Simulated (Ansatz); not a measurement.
# ZrC (Fm-3m) in Ansatz: a series of runs

Runs on ZrC. Level: PBE. Tasks: single point, equation of state.

Program: Ansatz 0.2.0. These are calculated values, not measurements. Logs are shortened: lines on timing, memory, paths and dates and some standing lists are left out, and cuts for length are marked.

## Step 1: The structure

Symmetry: Fm-3m, No. 225, cubic system. Conventional cell: a = 4.730 Å, b = 4.730 Å, c = 4.730 Å, α = 90.00°, β = 90.00°, γ = 90.00°. Zr (site symmetry m-3m) has 6 C at 2.37 Å as nearest neighbours. C (site symmetry m-3m) is surrounded by 6 Zr at 2.37 Å.

## Step 2: Single point, PBE, 12.43 Å³/atom (volume scaled by 0.94)

input.yaml reads:

```yaml
crystal:
  lattice:
    - [0.0, 2.3167211471, 2.3167211471]
    - [2.3167211471, 0.0, 2.3167211471]
    - [2.3167211471, 2.3167211471, 0.0]
  atoms:
    - { symbol: Zr, position: [0.5, 0.5, 0.5] }
    - { symbol: C, position: [0.0, 0.0, 0.0] }
hamiltonian:
  xc: pbe
  pseudopotentials: { kind: paw, source: jth }
kpoints:
  mp_grid: { grid: [10, 10, 10] }
scf:
  occupations: { method: fermi_dirac, width: 0.05 }
output:
  forces: true
  stress: true
  eigenvalues: true
```

Potentials or basis: JTH PAW.

Command:

```console
> ansatz run input.yaml --threads 2 --pin off --max-ram 5632MiB --backend cpu --events-out ev --progress --plain --runs-dir out
```

Log:

```text
Warning: the checks of this Zr dataset prove no rule for summing its radial tables, as where they were carried onto another mesh than they were made on, and Gregory's rule is taken, under which a leading mesh point left out moves its sums only by what lay on the interval it spanned. That does not make them correct, and they differ from Quantum ESPRESSO's on this file; a re-export a fraction of a mesh step off can move them. hamiltonian.pseudopotentials.radial_quadrature: simpson_from_first_knot sums it by `pw.x`'s rule; on a PAW file no value gives `pw.x`'s numbers. What more to know: hamiltonian.pseudopotentials.radial_quadrature, in the input reference
Warning: the checks of this C dataset prove no rule for summing its radial tables, as where they were carried onto another mesh than they were made on, and Gregory's rule is taken, under which a leading mesh point left out moves its sums only by what lay on the interval it spanned. That does not make them correct, and they differ from Quantum ESPRESSO's on this file; a re-export a fraction of a mesh step off can move them. hamiltonian.pseudopotentials.radial_quadrature: simpson_from_first_knot sums it by `pw.x`'s rule; on a PAW file no value gives `pw.x`'s numbers. What more to know: hamiltonian.pseudopotentials.radial_quadrature, in the input reference
Warning: RAYON_NUM_THREADS=2 ignored (pool sized by the plan → 2); use --threads N
Engine: ansatz 0.2.0, aarch64-unknown-linux-gnu
Pseudopotentials: kind: paw
Pseudopotential: Zr, paw, valence charge 12, recommended cutoff 990 eV (normal), Zr.paw.azcp
Pseudopotential: C, paw, valence charge 4, recommended cutoff 780 eV (normal), C.paw.azcp
Functional definition: PBE
  parameter kappa = 0.804
  parameter beta = 0.06672455060314922
  exchange = pbe_x(kappa = kappa, mu = beta*pi^2/3)
  correlation = pbe_c(beta = beta)
Crystal: 2 atoms, lattice volume = 24.869 Å³
Basis set: ecut = 990 eV, 1807 PW (Γ), exchange–correlation on 96×96×96 points (8 copies of the dense FFT grid, shifted against one another)
Bands: 12, of which v1, the nominal top of the filled ones, is band 8 counted from 1 (7 counted from 0)
Symmetry: 48 space group operations
Space group: Fm-3m (ITA 225), of the structure as read, at distance tolerance 2.9e-5 Å
k-points: 47 of 1000
Non-local potential: Zr, projectors of the file, l = 0: 2, l = 1: 2, l = 2: 2
Non-local potential: C, projectors of the file, l = 0: 2, l = 1: 2
PAW form: soft (Blöchl's): semilocal exchange-correlation on the pseudo side does not see the compensation charge
PAW one-centre angular grid: Zr, 590 points (default); XC on 64 Gauss nodes
PAW one-centre angular grid: C, 110 points (default); XC on 81 of its mesh's 739 points in the sphere
Initial density: superposition of atomic densities (chi_scale 0.1, normalization cell, long waves kept (reshape's long-wave potential 0.00 eV rms))
Initial wavefunctions: pseudopotential atomic-orbital guess
Functional: x = pbe(κ = 0.804, μ = 0.2195149727645171), c = pbe(β = 0.06672455060314922)
SCF iter   1: F=—  HF=-4434.076789 eV  |F-HF|=—  |Δ(HF+E_count)|=         —  Δρ=1.36e-1  dr2=7.09e0  ethr=3.10e-3  ⟨swp⟩=7.8  Hψ=4456  notcnv=0
preconditioner: auto → none  [insulator: Δε(μ)=0.348 eV  Ē_g=18.436 eV  σ=0.050 eV  W_gap=0.52  n_scr=8 (ndim 8)  ℏωp=27.9 eV  f_vac=0.000  D(μ)=0.13/eV (n_scr^D=0)  ε∞_Penn≈3.3]
SCF iter   2: F=—  HF=-4432.463772 eV  |F-HF|=—  |Δ(HF+E_count)|=    1.61e0  Δρ=3.01e-2  dr2=2.76e-1  ethr=3.10e-3  ⟨swp⟩=3.0  Hψ=1448  notcnv=0
SCF iter   3: F=—  HF=-4432.412387 eV  |F-HF|=—  |Δ(HF+E_count)|=   5.14e-2  Δρ=8.78e-3  dr2=8.35e-3  ethr=1.73e-3  ⟨swp⟩=2.3  Hψ=940  notcnv=0
SCF iter   4: F=—  HF=-4432.415664 eV  |F-HF|=—  |Δ(HF+E_count)|=   3.28e-3  Δρ=1.31e-3  dr2=2.08e-4  ethr=5.22e-5  ⟨swp⟩=3.0  Hψ=1139  notcnv=0
SCF iter   5: F=—  HF=-4432.415789 eV  |F-HF|=—  |Δ(HF+E_count)|=   1.25e-4  Δρ=2.64e-4  dr2=3.78e-6  ethr=1.30e-6  ⟨swp⟩=3.0  Hψ=973  notcnv=0
SCF iter   6: F=—  HF=-4432.415788 eV  |F-HF|=—  |Δ(HF+E_count)|=   5.36e-7  Δρ=1.54e-5  dr2=3.05e-8  ethr=6.25e-10  ⟨swp⟩=5.1  Hψ=3771  notcnv=0
SCF iter   7: F=-4432.415788 eV  HF=-4432.415788 eV  |F-HF|=8.19e-11  |Δ(HF+E_count)|=   3.99e-9  Δρ=1.52e-6  dr2=1.75e-10  ethr=1.90e-10  ⟨swp⟩=3.0  Hψ=2086  notcnv=0
SCF 1 converged in 7 iterations: F = -4432.415788 eV  dr2 = 1.75e-10
SCF converged after 7 iterations
Free energy (F): -4432.415788 eV
Harris-Foulkes:  -4432.415788 eV  (|F-HF|=8.19e-11)
Internal energy: -4432.413437 eV  (E = F + TS)
E sigma→0 (E₀):  -4432.414613 eV
Entropy (-TS):   -0.002351 eV (-1.176 meV/atom)
Fermi energy:    15.480380 eV
--- Per-component energies (eV) ---
  E_band       = -38.570070
  E_kinetic    = 422.223595
  E_local      = -831.372629  (includes V_loc(G=0)·N_el)
  E_nonlocal   = 368.700095
  E_hartree    = 183.354947
  E_xc         = -244.419050
  E_vxc        = -271.644435  (∫ρ·V_xc dr)
  E_paw        = -3028.448453  (= ΣΔE_a)
  E_vpaw       = -93.186358  (= ΣTr[D̂ρ^β])
  E_aug_tail   = -0.000003  (compensation charges beyond the density's cutoff)
  E_ewald      = -1302.451939
  E_smearing   = -0.002351  (= −TS)
  E_closure    = 0.000000  (closes the sum)
  Σ components = -4432.415788   (vs F -4432.415788, Δ=0.00e0)
--- Forces (eV/Å), atoms counted from 1 ---
  atom   1  Zr     0.00000000    -0.00000000    -0.00000000
  atom   2  C     -0.00000000     0.00000000    -0.00000000
  max |Σ_I F_I| component: 1.22e-29 eV/Å
--- Stress (GPa, compression-positive) ---
       11.717437       0.000000      -0.000000
       -0.000000      11.717437       0.000000
       -0.000000       0.000000      11.717437
  P = ⅓ Tr σ = 11.7174 GPa (117.174 kbar)
--- Band table (eV; the first three rows and the last of 47) ---
  k-point 0: bands = ["-32.4787", "-10.1601", "-10.1601", "-10.1601", "4.0100", "16.4123", "16.4123", "16.4123", "16.5763", "16.5763", "16.5763", "18.4022"]
  k-point 1: bands = ["-32.4670", "-10.2634", "-10.1688", "-10.1688", "4.2525", "15.0737", "15.3657", "15.3657", "16.9668", "16.9668", "17.4225", "19.5541"]
  k-point 2: bands = ["-32.4363", "-10.5246", "-10.1916", "-10.1916", "4.9154", "13.4490", "14.1281", "14.1281", "17.6562", "17.6562", "18.0246", "21.5211"]
  k-point 46: bands = ["-32.3142", "-10.8355", "-10.6743", "-10.5155", "5.8174", "12.9533", "13.1071", "13.1726", "17.9632", "19.7560", "21.4604", "22.4711"]
```

It took 1.9 s on 2 threads of Arm Neoverse V1, shared host; peak memory 0.39 GiB.

Results:

```
Free energy            : -4432.4158 eV
Pressure               : 11.7 GPa
Band gap on the k mesh : none (metal or under the smearing width)
```

## Step 3: Single point, PBE, 12.70 Å³/atom (volume scaled by 0.96)

Edit input.yaml of step 2 so:

```diff
@@ -2,5 +2,5 @@
   lattice:
-    - [0.0, 2.3167211471, 2.3167211471]
-    - [2.3167211471, 0.0, 2.3167211471]
-    - [2.3167211471, 2.3167211471, 0.0]
+    - [0.0, 2.3330366223, 2.3330366223]
+    - [2.3330366223, 0.0, 2.3330366223]
+    - [2.3330366223, 2.3330366223, 0.0]
   atoms:
```

Potentials or basis: JTH PAW.

Command:

```console
> ansatz run input.yaml --threads 2 --pin off --max-ram 5632MiB --backend cpu --events-out ev --progress --plain --runs-dir out
```

It took 2 s on 2 threads of Arm Neoverse V1, shared host; peak memory 0.39 GiB.

The run converged. Its results:

* Free energy: -4432.4454 eV
* Pressure: 6.3 GPa
* Band gap on the k mesh: none (metal or under the smearing width)

## Step 4: Single point, PBE, 12.96 Å³/atom (volume scaled by 0.98)

Edit input.yaml of step 3 so:

```diff
@@ -2,5 +2,5 @@
   lattice:
-    - [0.0, 2.3330366223, 2.3330366223]
-    - [2.3330366223, 0.0, 2.3330366223]
-    - [2.3330366223, 2.3330366223, 0.0]
+    - [0.0, 2.3491270385, 2.3491270385]
+    - [2.3491270385, 0.0, 2.3491270385]
+    - [2.3491270385, 2.3491270385, 0.0]
   atoms:
```

Command:

```console
> ansatz run input.yaml --threads 2 --pin off --max-ram 5632MiB --backend cpu --events-out ev --progress --plain --runs-dir out
```

Wall time 2 s (2 threads of Arm Neoverse V1, shared host); peak memory 0.41 GiB.

The run converged. Its results:

```yaml
Free_energy: -4432.4580 eV
Pressure: 1.4 GPa
Band_gap_on_the_k_mesh: none (metal or under the smearing width)
```

## Step 5: Single point, PBE, 13.23 Å³/atom

Edit input.yaml of step 4 so:

```diff
@@ -2,5 +2,5 @@
   lattice:
-    - [0.0, 2.3491270385, 2.3491270385]
-    - [2.3491270385, 0.0, 2.3491270385]
-    - [2.3491270385, 2.3491270385, 0.0]
+    - [0.0, 2.365, 2.365]
+    - [2.365, 0.0, 2.365]
+    - [2.365, 2.365, 0.0]
   atoms:
```

Command:

```console
> ansatz run input.yaml --threads 2 --pin off --max-ram 5632MiB --backend cpu --events-out ev --progress --plain --runs-dir out
```

Wall time 2 s (2 threads of Arm Neoverse V1, shared host); peak memory 0.41 GiB.

The run converged. Its results:

```
Free energy            : -4432.4552 eV
Pressure               : -3.0 GPa
Band gap on the k mesh : none (metal or under the smearing width)
```

## Step 6: Single point, PBE, 13.49 Å³/atom (volume scaled by 1.02)

Edit input.yaml of step 5 so:

```diff
@@ -2,5 +2,5 @@
   lattice:
-    - [0.0, 2.365, 2.365]
-    - [2.365, 0.0, 2.365]
-    - [2.365, 2.365, 0.0]
+    - [0.0, 2.3806627081, 2.3806627081]
+    - [2.3806627081, 0.0, 2.3806627081]
+    - [2.3806627081, 2.3806627081, 0.0]
   atoms:
```

Potentials or basis: JTH PAW.

Command:

```console
> ansatz run input.yaml --threads 2 --pin off --max-ram 5632MiB --backend cpu --events-out ev --progress --plain --runs-dir out
```

Run time: 2 s. Hardware: 2 threads of Arm Neoverse V1, shared host; peak memory 0.41 GiB.

Results (log left out):

- Free energy: -4432.4386 eV
- Pressure: -7.0 GPa
- Band gap on the k mesh: none (metal or under the smearing width)

## Step 7: Single point, PBE, 13.76 Å³/atom (volume scaled by 1.04)

Edit input.yaml of step 6 so:

```diff
@@ -2,5 +2,5 @@
   lattice:
-    - [0.0, 2.3806627081, 2.3806627081]
-    - [2.3806627081, 0.0, 2.3806627081]
-    - [2.3806627081, 2.3806627081, 0.0]
+    - [0.0, 2.39612199, 2.39612199]
+    - [2.39612199, 0.0, 2.39612199]
+    - [2.39612199, 2.39612199, 0.0]
   atoms:
@@ -19 +19,5 @@
   eigenvalues: true
+  write_density: true
+  write_potential: true
+  elf: true
+  volumetric_format: npy
```

Command:

```console
> ansatz run input.yaml --threads 2 --pin off --max-ram 5632MiB --backend cpu --events-out ev --progress --plain --runs-dir out
```

Wall time 2.4 s (2 threads of Arm Neoverse V1, shared host); peak memory 0.41 GiB.

Results (log left out):

| Item | Value |
| --- | --- |
| Free energy | -4432.4094 eV |
| Pressure | -10.6 GPa |
| Band gap on the k mesh | none (metal or under the smearing width) |

## Step 8: Single point, PBE, 14.02 Å³/atom (volume scaled by 1.06)

Edit input.yaml of step 7 so:

```diff
@@ -2,5 +2,5 @@
   lattice:
-    - [0.0, 2.39612199, 2.39612199]
-    - [2.39612199, 0.0, 2.39612199]
-    - [2.39612199, 2.39612199, 0.0]
+    - [0.0, 2.411384325, 2.411384325]
+    - [2.411384325, 0.0, 2.411384325]
+    - [2.411384325, 2.411384325, 0.0]
   atoms:
```

Command:

```console
> ansatz run input.yaml --threads 2 --pin off --max-ram 5632MiB --backend cpu --events-out ev --progress --plain --runs-dir out
```

It took 2.4 s on 2 threads of Arm Neoverse V1, shared host; peak memory 0.42 GiB.

Results (log left out):

```
Free energy            : -4432.3690 eV
Pressure               : -13.8 GPa
Band gap on the k mesh : none (metal or under the smearing width)
```

## Step 9: Equation of state, PBE

Potentials or basis: JTH PAW.

This step only gathers the single runs of the series.

Results:

```yaml
Equilibrium_volume: 13.04 Å³/atom
Bulk_modulus: 222 GPa
Pressure_derivative_of_the_bulk_modulus: 4.1
```

Energy against volume, from the lowest point:
| volume (Å³/atom) | energy (meV/atom) |
| --- | --- |
| 12.434 | 21.09 |
| 12.699 | 6.29 |
| 12.963 | 0.00 |
| 13.228 | 1.38 |
| 13.493 | 9.70 |
| 13.757 | 24.26 |
| 14.022 | 44.47 |
